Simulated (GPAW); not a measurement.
# Fe5 on W4 001: which magnetic order is lowest

Does Fe5 on W4 001 prefer parallel or opposed moments, or none?

Program: GPAW 26.7.0. Level of theory: PBE; plane waves with GPAW's PAW setups, scalar-relativistic. Results are calculated unless marked as measured.

### Step 1. Set-up

The cell holds 9 atoms: 4 W and 5 Fe. Cell: a = 3.165 Å, b = 3.165 Å, c = 22.839 Å, α = 90.0°, β = 90.0°, γ = 90.0°. ideal sites on the substrate's mesh, layer spacings from atomic volumes, unrelaxed, 12 A of vacuum. Vacuum lies along c.

### Step 2. Run 1 (ferro +++++)

Parallel moments need no larger cell; this start tests for a ferromagnetic state only.

Contents of order1.py:

```python
import json
import numpy as np
from ase import Atoms
from ase.parallel import paropen, parprint
from gpaw import GPAW

atoms = Atoms(['W', 'W', 'W', 'W', 'Fe', 'Fe', 'Fe', 'Fe', 'Fe'],
    cell=[[3.165, 0.0, 0.0],
         [0.0, 3.165, 0.0],
         [0.0, 0.0, 22.83883]],
    scaled_positions=[[0.0, 0.0, 0.26271],
         [0.5, 0.5, 0.33199],
         [0.0, 0.0, 0.401271],
         [0.5, 0.5, 0.470551],
         [0.0, 0.0, 0.530979],
         [0.5, 0.5, 0.582557],
         [0.0, 0.0, 0.634134],
         [0.5, 0.5, 0.685712],
         [0.0, 0.0, 0.73729]],
    pbc=True,
    magmoms=[0.0, 0.0, 0.0, 0.0, 2.6, 2.6, 2.6, 2.6, 2.6])
atoms.calc = GPAW(mode={'name': 'pw', 'ecut': 450},
    xc='PBE',
    kpts={'size': (18, 18, 1), 'gamma': True},
    occupations={'name': 'fermi-dirac', 'width': 0.05},
    convergence={'density': 1e-05, 'energy': 1e-05},
    maxiter=200,
    mixer={'name': 'pulay', 'beta': 0.03, 'nmaxold': 8, 'weight': 100},
    symmetry={'tolerance': 1e-4},
    txt='order1.txt')
e = atoms.get_potential_energy(force_consistent=True)
res = {'free_energy': e, 'energy_sigma0': atoms.get_potential_energy(), 'fermi_energy': atoms.calc.get_fermi_level()}
res['moments'] = atoms.get_magnetic_moments().tolist()
res['total'] = atoms.get_magnetic_moment()
parprint('site moments (muB):', np.round(res['moments'], 3))
parprint(f"total moment: {res['total']:.3f} muB")
parprint(f'free energy: {e:.6f} eV')
atoms.calc.write('order1.gpw')
with paropen('results.json', 'w') as f:
    json.dump(res, f)
```

Command:

```console
$ OMP_NUM_THREADS=1 mpirun -n 4 gpaw python order1.py > order1.log
```

Numbers of over 12 decimals in the logs are rounded to 6 here.

Output:

```text
site moments (muB): [ 0.153 -0.018  0.014 -0.209  1.481  2.153  2.173  2.432  2.834]
total moment: 11.183 muB
free energy: -85.969761 eV

--- order1.txt ---
Input parameters:
  mode=PW(ecut=450),
  convergence={'density': 1e-05, 'energy': 1e-05},
  kpts=MonkhorstPack(size=(18, 18, 1), gamma=True),
  maxiter=200,
  mixer=Pulay(name='pulay', nmaxold=8, beta=0.03, weight=100, sigma=0.015, g_ss=None),
  occupations=Occupations(name='fermi-dirac', width=0.05),
  symmetry=Symmetry(tolerance=0.0001),
  xc=XC(name='PBE')

Diagonalizing LCAO Hamiltonian
Converting LCAO to pw mode
   .-------.
  /|       |
 * |       |
 | |       |
 | |       |
 | |       |
 | |       |
 | |       |
 | |       |
 Fe|       |
 | |  Fe   |
 | |       |
 Fe|       |
 | |  Fe   |
 | |       |
 Fe|       |
 | |  W    |
 | |       |
 | |       |
 W |       |
 | |  W    |
 | |       |
 | |       |
 W |       |
 | |       |
 | |       |
 | |       |
 | |       |
 | .-------.
 |/       /
 *-------*

Atoms  # Å, Bohr magnetons
|   | symbol |        x |        y |         z |    initial magnetic moments |
|---|--------|----------|----------|-----------|-----------------------------|
| 0 |      W | 0.000000 | 0.000000 |  5.999989 | ( 0.0000,  0.0000,  0.0000) |
| 1 |      W | 1.582500 | 1.582500 |  7.582263 | ( 0.0000,  0.0000,  0.0000) |
| 2 |      W | 0.000000 | 0.000000 |  9.164560 | ( 0.0000,  0.0000,  0.0000) |
| 3 |      W | 1.582500 | 1.582500 | 10.746834 | ( 0.0000,  0.0000,  0.0000) |
| 4 |     Fe | 0.000000 | 0.000000 | 12.126939 | ( 0.0000,  0.0000,  2.6000) |
| 5 |     Fe | 1.582500 | 1.582500 | 13.304920 | ( 0.0000,  0.0000,  2.6000) |
| 6 |     Fe | 0.000000 | 0.000000 | 14.482879 | ( 0.0000,  0.0000,  2.6000) |
| 7 |     Fe | 1.582500 | 1.582500 | 15.660860 | ( 0.0000,  0.0000,  2.6000) |
| 8 |     Fe | 0.000000 | 0.000000 | 16.838841 | ( 0.0000,  0.0000,  2.6000) |

Unit cell  # Å
| periodic |        x |        y |         z |   lengths |    angles |
|----------|----------|----------|-----------|-----------|-----------|
|      yes | 3.165000 | 0.000000 |  0.000000 |  3.165000 | 90.000000 |
|      yes | 0.000000 | 3.165000 |  0.000000 |  3.165000 | 90.000000 |
|      yes | 0.000000 | 0.000000 | 22.838830 | 22.838830 | 90.000000 |

Number of symmetries: 8

BZ-sampling:
  Number of BZ points: 324
  Number of IBZ points: 55

  Monkhorst-Pack size: [18, 18, 1]
  Monkhorst-Pack shift: [0.027778, 0.027778, 0.0]

K-points  # in reciprocal-cell coordinates
|     |                                coordinates |     weight |
|-----|--------------------------------------------|------------|
|   0 | ( -0.00000000,  -0.00000000,   0.00000000) | 0.00308642 |
|   1 | (  0.05555556,  -0.00000000,   0.00000000) | 0.01234568 |
|   2 | (  0.05555556,   0.05555556,   0.00000000) | 0.01234568 |
|   3 | (  0.11111111,  -0.00000000,   0.00000000) | 0.01234568 |
|   4 | (  0.11111111,   0.05555556,   0.00000000) | 0.02469136 |
|   5 | (  0.11111111,   0.11111111,   0.00000000) | 0.01234568 |
|   6 | (  0.16666667,  -0.00000000,   0.00000000) | 0.01234568 |
|   7 | (  0.16666667,   0.05555556,   0.00000000) | 0.02469136 |
|   8 | (  0.16666667,   0.11111111,   0.00000000) | 0.02469136 |
|   9 | (  0.16666667,   0.16666667,   0.00000000) | 0.01234568 |
| ... |                                            |            |
|  54 | (  0.50000000,   0.50000000,   0.00000000) | 0.00308642 |

Plane wave coefficients: 5023
Cutoff: 450.000000 eV

Spin-components: 2 (collinear spins)
Bands:           70
Projectors:      54
Spin-degeneracy: 1
Datatype:        complex128

Parallelization:
  kpt:    4
  domain: 1
  band:   1

Density:
  Valence electrons: 96.0
  Components: 2
  Grid points: [ 16  16 112]
  Charge: 0.0  # |e|

Potential:
  Grid points: [ 16  16 112]

species:
  W:
    name:    Tungsten
    Z:       74.0
    valence: 14
    core:    60
    charge:  0.0  # [|e|]
    compensation charges:
      type: gauss
      rc: 0.40  # [Å]
      lmax: 2
    cutoffs:
      filter: 2.36  # [Å]
      core: 3.02  # [Å]
    projectors
    | kind |    occ | energy [eV] | rcut [Å] |
    |------|--------|-------------|----------|
    |   5s |  2.000 |     -78.830 |    1.344 |
    |   6s |  2.000 |      -5.697 |    1.344 |
    |   5p |  6.000 |     -43.233 |    1.355 |
    |   6p |  0.000 |      -1.367 |    1.355 |
    |   5d |  4.000 |      -4.494 |    1.228 |
    |    d |        |      22.717 |    1.228 |

    Using partial waves for W as LCAO basis

  Fe:
    name:    Iron
    Z:       26.0
    valence: 8
    core:    18
    charge:  0.0  # [|e|]
    compensation charges:
      type: gauss
      rc: 0.33  # [Å]
      lmax: 2
    cutoffs:
      filter: 2.06  # [Å]
      core: 2.67  # [Å]
    projectors
    | kind |    occ | energy [eV] | rcut [Å] |
    |------|--------|-------------|----------|
    |   4s |  2.000 |      -5.291 |    1.164 |
    |   4p |  0.000 |      -1.326 |    1.058 |
    |   3d |  6.000 |      -7.505 |    1.058 |
    |    s |        |      21.920 |    1.164 |
    |    p |        |      25.885 |    1.058 |
    |    d |        |      19.706 |    1.058 |

    Using partial waves for Fe as LCAO basis

Reference energy: -1928183.959620  # eV

eigensolver:
  PPCG
  Converge bands: occupied
  niter=2

density mixing:
  Pulay-Mixer
  Linear mixing parameters: 0.03
  Old densities: 8
  Fourier metric: weight=100, sigma=0.015

occupation numbers:
  Fermi-Dirac:
    width: 0.0500  # eV

poisson solver:
  ecut: 3600.000000  # eV

xc functional:
  name: PBE with 2 nearest neighbor stencil

convergence criteria:
- Maximum integral of absolute [dens]ity change: 1e-05 electrons / valence electron
- Maximum [total energy] change in last 3 cyles: 1e-05 eV / valence electron
- Maximum integral of absolute [eigenst]ate change: 4e-08 eV^2 / valence electron
maximum number of iterations: 200

SCF iterations
|iter     |      energy | eigst |  dens |  magmom |
|---------|-------------|-------|-------|---------|
|iter:   1|       0s |  -96.047755 | +0.26 |       | +13.0189|
|iter:   2|      13s | -130.706071 | -0.18 | -0.75 | +12.8895|
|iter:   3|      25s |  -88.626620 | -0.95 | -0.46 | +12.8622|
|iter:   4|      38s |  -87.449863 | -2.14 | -0.95 | +12.8291|
|iter:   5|      51s |  -86.822936 | -2.48 | -1.04 | +12.7654|
|iter:   6|      63s |  -87.346215 | -2.18 | -1.08 | +12.7127|
|iter:   7|      76s |  -86.697316 | -2.75 | -1.03 | +12.6642|
|iter:   8|      88s |  -85.756234 | -1.81 | -1.08 | +12.4868|
|iter:   9|     101s |  -85.735224 | -2.50 | -1.26 | +12.4057|
|iter:  10|     113s |  -85.661041 | -2.29 | -1.29 | +12.2398|
[... 55 iterations left out ...]
|iter:  66|     777s |  -85.921263c| -8.47c| -4.65 | +11.1854|
|iter:  67|     783s |  -85.921264c| -8.10c| -4.68 | +11.1859|
|iter:  68|     788s |  -85.921264c| -8.57c| -4.75 | +11.1861|
|iter:  69|     794s |  -85.921263c| -8.97c| -4.78 | +11.1861|
|iter:  70|     800s |  -85.921262c| -8.66c| -4.79 | +11.1859|
|iter:  71|     806s |  -85.921262c| -8.30c| -4.84 | +11.1852|
|iter:  72|     812s |  -85.921262c| -8.62c| -4.91 | +11.1846|
|iter:  73|     818s |  -85.921262c| -8.69c| -4.93 | +11.1842|
|iter:  74|     824s |  -85.921262c| -8.59c| -4.98 | +11.1836|
|iter:  75|     830s |  -85.921262c| -8.87c| -5.03c| +11.1834|

Converged in 75 steps
Energy contributions relative to reference atoms: (reference = -1928183.959620)

Energy contributions:
  Kinetic:          42.310213
  Coulomb:         -44.720596
  Zero:              0.657248
  External:          0.000000
  Xc:              -84.119628
  Entropy:          -0.096998
  Spinorbit:         0.000000
  ----------------------------
  Free energy:     -85.969761
  Extrapolated:    -85.921262

dipole moment: (-46.792229, -46.792229, 0.065621)  # |e|*Ang

Total magnetic moment: (0.000000, 0.000000, 11.183373)

Local magnetic moments
|        x |        y |         z |
|----------|----------|-----------|
| 0.000000 | 0.000000 |  0.152776 |  # W    0
| 0.000000 | 0.000000 | -0.018063 |  # W    1
| 0.000000 | 0.000000 |  0.013934 |  # W    2
| 0.000000 | 0.000000 | -0.208555 |  # W    3
| 0.000000 | 0.000000 |  1.480638 |  # Fe   4
| 0.000000 | 0.000000 |  2.152700 |  # Fe   5
| 0.000000 | 0.000000 |  2.172984 |  # Fe   6
| 0.000000 | 0.000000 |  2.432007 |  # Fe   7
| 0.000000 | 0.000000 |  2.834440 |  # Fe   8

Fermi level: 4.743
Eigenvalues  # (at kpt = [-0.000, -0.000, 0.000])
| band index |      eig [eV] | occ [0-1] |      eig [eV] | occ [0-1] |
|------------|---------------|-----------|---------------|-----------|
|          0 |       -69.047 |     1.000 |       -69.103 |     1.000 |
|        ... |               |           |               |           |
|         41 |         3.105 |     1.000 |         4.561 |     0.975 |
|         42 |         3.261 |     1.000 |         4.647 |     0.873 |
|         43 |         3.582 |     1.000 |         4.837 |     0.134 |
|         44 |         3.689 |     1.000 |         4.837 |     0.134 |
|         45 |         3.697 |     1.000 |         4.845 |     0.117 |
|         46 |         3.697 |     1.000 |         5.048 |     0.002 |
|         47 |         3.865 |     1.000 |         5.260 |     0.000 |
|         48 |         3.865 |     1.000 |         5.346 |     0.000 |
|         49 |         4.054 |     1.000 |         5.346 |     0.000 |
|         50 |         4.201 |     1.000 |         5.821 |     0.000 |
|         51 |         4.383 |     0.999 |         5.836 |     0.000 |
|         52 |         4.411 |     0.999 |         5.856 |     0.000 |
|         53 |         4.477 |     0.995 |         5.856 |     0.000 |
|         54 |         4.477 |     0.995 |         6.305 |     0.000 |
|         55 |         4.817 |     0.186 |         6.471 |     0.000 |
|         56 |         5.139 |     0.000 |         6.546 |     0.000 |
|        ... |               |           |               |           |
|         69 |         9.409 |     0.000 |         9.484 |     0.000 |

No gap
No difference between direct/indirect transitions
```

Run time: 14 min. Hardware: 4 MPI ranks of Arm Neoverse V2, shared host; peak memory 1.6 GiB.

Spin moment in the augmentation sphere by atom:

| atom | spin moment in the augmentation sphere (μB) |
| --- | --- |
| W1 | 0.15 |
| W2 | -0.02 |
| W3 | 0.01 |
| W4 | -0.21 |
| Fe5 | 1.48 |
| Fe6 | 2.15 |
| Fe7 | 2.17 |
| Fe8 | 2.43 |
| Fe9 | 2.83 |

This step gave:

```yaml
magnetization: 11.18 μB
final_state: ferromagnetic
```

After 75 cycles the largest moment stands at 2.83 μB.

[end of part 1 of 2]

[Logs and program files are shortened in this print: banners, set-up blocks, solver, clock and traceback lines can be left out without a mark of their own.]

[Logs are printed without paths, hosts, clocks, repeated set-up lines and the standing remarks that a program may print on its own settings, such as how far it seeks lower states.]

[Hosts, paths, dates, database ids (printed as entryN), source tags and the programs' standing remarks are cut or masked in the printed files.]

[Where a cell is said to come from a database of computed structures, the database is the Materials Project.]
